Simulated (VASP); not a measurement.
VASP 6.6.1 run: BaTe

INCAR

```
LASPH = .TRUE.
ISMEAR = -1
ISIF = 2
ALGO = Normal
GGA = PE
LCHARG = .FALSE.
EDIFF = 1E-7
ENCUT = 520
IBRION = -1
SIGMA = 0.02
PREC = Accurate
NBANDS = 15
NSW = 0
NELM = 58
LREAL = .FALSE.
LWAVE = .FALSE.
```

KPOINTS

```
KPOINTS created by Atomic Simulation Environment
0
Gamma
6 6 6
0 0 0
```

POSCAR

```
Ba Te
 1.0000000000000000
     0.0000000000000000    4.0906872238999998    4.0906872238999998
     4.0906872238999998    0.0000000000000000    4.0906872238999998
     4.0906872238999998    4.0906872238999998    0.0000000000000000
 Ba  Te
   1   1
Cartesian
  0.0000000000000000  0.0000000000000000  0.0000000000000000
  2.0453436119499999  2.0453436119499999  2.0453436119499999
```

The recommended PBE PAW datasets give the neutral cell 16 valence electrons.

Command

```
mpirun -np 1 vasp_std
```

OSZICAR

```
N       E                     dE             d eps       ncg     rms          rms(c)
DAV:   1     0.968158942305E+02    0.96816E+02   -0.54931E+03   480   0.819E+02
DAV:   2    -0.464931897387E+00   -0.97281E+02   -0.89390E+02   635   0.146E+02
DAV:   3    -0.820012817248E+01   -0.77352E+01   -0.76875E+01   684   0.473E+01
DAV:   4    -0.842733893871E+01   -0.22721E+00   -0.22716E+00   637   0.827E+00
DAV:   5    -0.843223319119E+01   -0.48943E-02   -0.48942E-02   724   0.104E+00    0.335E+00
DAV:   6    -0.801548308075E+01    0.41675E+00   -0.46582E-01   515   0.270E+00    0.222E+00
DAV:   7    -0.797067656803E+01    0.44807E-01   -0.31839E-01   620   0.236E+00    0.102E+00
DAV:   8    -0.799249896539E+01   -0.21822E-01   -0.45721E-02   522   0.120E+00    0.275E-01
DAV:   9    -0.799593791105E+01   -0.34389E-02   -0.12390E-02   536   0.548E-01    0.174E-01
DAV:  10    -0.799700982294E+01   -0.10719E-02   -0.11871E-03   550   0.196E-01    0.617E-02
DAV:  11    -0.799816437176E+01   -0.11545E-02   -0.15691E-03   501   0.171E-01    0.374E-02
DAV:  12    -0.799821752455E+01   -0.53153E-04   -0.77698E-05   683   0.423E-02    0.204E-02
DAV:  13    -0.799822813327E+01   -0.10609E-04   -0.40765E-05   494   0.259E-02    0.206E-03
DAV:  14    -0.799823023731E+01   -0.21040E-05   -0.57500E-06   634   0.101E-02    0.605E-03
DAV:  15    -0.799823074817E+01   -0.51086E-06   -0.45639E-07   501   0.339E-03    0.167E-03
DAV:  16    -0.799823078641E+01   -0.38239E-07   -0.44137E-08   548   0.106E-03
   1 F= -.79982308E+01 E0= -.79982308E+01  d E =-.236113E-11
```

Standard output (part)

```
POSCAR found type information on POSCAR BaTe
 POSCAR found :  2 types and       2 ions
 LDA part: xc-table for (Slater+PW92), standard interpolation
 POSCAR, INCAR and KPOINTS ok, starting setup
 WAVECAR not read
 entering main loop
```

From OUTCAR

```
k-points           NKPTS =     16   k-points in BZ     NKDIM =     16   number of bands    NBANDS=     15

   NELECT =      16.0000    total number of electrons

   dimension x,y,z NGX =    48 NGY =   48 NGZ =   48
   dimension x,y,z NGXF=    96 NGYF=   96 NGZF=   96

  energy-cutoff  :      520.00
  volume of cell :      136.90
      direct lattice vectors                 reciprocal lattice vectors
     0.000000000  4.090687224  4.090687224    -0.122228851  0.122228851  0.122228851
     4.090687224  0.000000000  4.090687224     0.122228851 -0.122228851  0.122228851
     4.090687224  4.090687224  0.000000000     0.122228851  0.122228851 -0.122228851

 k-points in reciprocal lattice and weights: KPOINTS created by Atomic Simulation Env
   0.00000000  0.00000000  0.00000000       0.005
   0.16666667  0.00000000  0.00000000       0.037
   0.33333333  0.00000000  0.00000000       0.037
   0.50000000  0.00000000  0.00000000       0.019
   0.16666667  0.16666667  0.00000000       0.028
   0.33333333  0.16666667  0.00000000       0.111
   0.50000000  0.16666667  0.00000000       0.111
  -0.33333333  0.16666667  0.00000000       0.111
   ...

 E-fermi :   0.0150

 k-point     1 :       0.0000    0.0000    0.0000
  band No.  band energies     occupation
      1     -27.7784      2.00000
      2     -12.9217      2.00000
      3     -12.9217      2.00000
      4     -12.9217      2.00000
      5      -9.0525      2.00000
      6      -0.7693      2.00000
      7      -0.7693      2.00000
      8      -0.7693      2.00000
      9       1.9025      0.00000
     10       3.4760      0.00000
     11       3.4760      0.00000
     12       5.1442      0.00000
     13       5.1442      0.00000
     14       5.1442      0.00000
     15       6.7712      0.00000

 k-point     2 :       0.1667    0.0000    0.0000
  band No.  band energies     occupation
      1     -27.7780      2.00000
      2     -12.9424      2.00000
      3     -12.9236      2.00000
      4     -12.9236      2.00000
      5      -9.0132      2.00000
      6      -0.8979      2.00000
      7      -0.7340      2.00000
      8      -0.7340      2.00000
      9       2.3774      0.00000
     10       3.3872      0.00000
     11       3.3872      0.00000
     12       4.8222      0.00000
     13       5.2417      0.00000
     14       5.2417      0.00000
     15       5.9236      0.00000

 k-point     3 :       0.3333    0.0000    0.0000
  band No.  band energies     occupation
      1     -27.7773      2.00000
      2     -12.9827      2.00000
      3     -12.9273      2.00000
      4     -12.9273      2.00000
      5      -8.9364      2.00000
      6      -1.0371      2.00000
      7      -0.6674      2.00000
      8      -0.6674      2.00000
      9       3.1826      0.00000
     10       3.4269      0.00000
     11       3.4269      0.00000
     12       4.0544      0.00000
     13       4.8421      0.00000
     14       4.8421      0.00000
     15       5.5576      0.00000

 ...

  Total       -1.4838533     -1.4838533     -1.4838533     -0.0000000      0.0000000     -0.0000000
  in kB      -17.3653177    -17.3653177    -17.3653177     -0.0000000      0.0000000     -0.0000000
  external PRESSURE =     -17.3653177 kB  Pullay stress =       0.0000000 kB

 POSITION                                       TOTAL-FORCE (eV/Angst)
 -----------------------------------------------------------------------------------
      0.00000      0.00000      0.00000        -0.000000     -0.000000     -0.000000
      2.04534      2.04534      2.04534         0.000000      0.000000      0.000000
 -----------------------------------------------------------------------------------
    total drift:                                0.000000      0.000000     -0.000000

  FREE ENERGIE OF THE ION-ELECTRON SYSTEM (eV)
  ---------------------------------------------------
  free  energy   TOTEN  =        -7.9982307864 eV

  energy  without entropy=       -7.9982307864  energy(sigma->0) =       -7.99823079
```

It converged. Results: gap between bands v and c on the k mesh 2.38 eV; least direct gap on the k mesh 2.67 eV; pressure -1.7 GPa. Band v is the last that the valence electrons fill when counted band by band, and c is the next.

For comparison, a separate PBE run of the intended cell, on usual settings and not on those above, gives a gap of 2.38 eV on its mesh and a pressure of -1.7 GPa.

The run above took about 98 s on one core of a shared host (Intel Xeon Platinum 8488C) and held 0.31 GiB at most.
